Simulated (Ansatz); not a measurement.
Gd:

```
CELL_PARAMETERS angstrom
3.63600 0.00000 0.00000
-1.81800 3.14887 0.00000
0.00000 0.00000 5.78260
ATOMIC_POSITIONS crystal
Gd 0.66667 0.33333 0.75000
Gd 0.33333 0.66667 0.25000
```

Base run:

- Program: Ansatz 0.2.0
- Functional: PBE
- Potentials or basis: Ansatz PAW
- Cutoff: 420 eV (not typed: the program's choice for these potentials)
- k mesh: 7 × 7 × 4
- Occupations: fermi-dirac, width 0.05 eV
- Spin: collinear spin, ferromagnetic start
- Starting moments: [3.5, 3.5] μB
- Fixed moment: 7 μB

Its results: pressure 5.7 GPa; site moments Gd +4.60 μB.

The run is repeated on the same cell with these changes: fixed moment from 7 μB to 28 μB; moments at the start from [3.5, 3.5] to [14.0, 14.0]. What comes out?

Pressure 10.1 GPa; site moments Gd +12.60 μB.

Caveats: the total moment is fixed, so each spin has its own Fermi level; the thresholds are loose for stress.
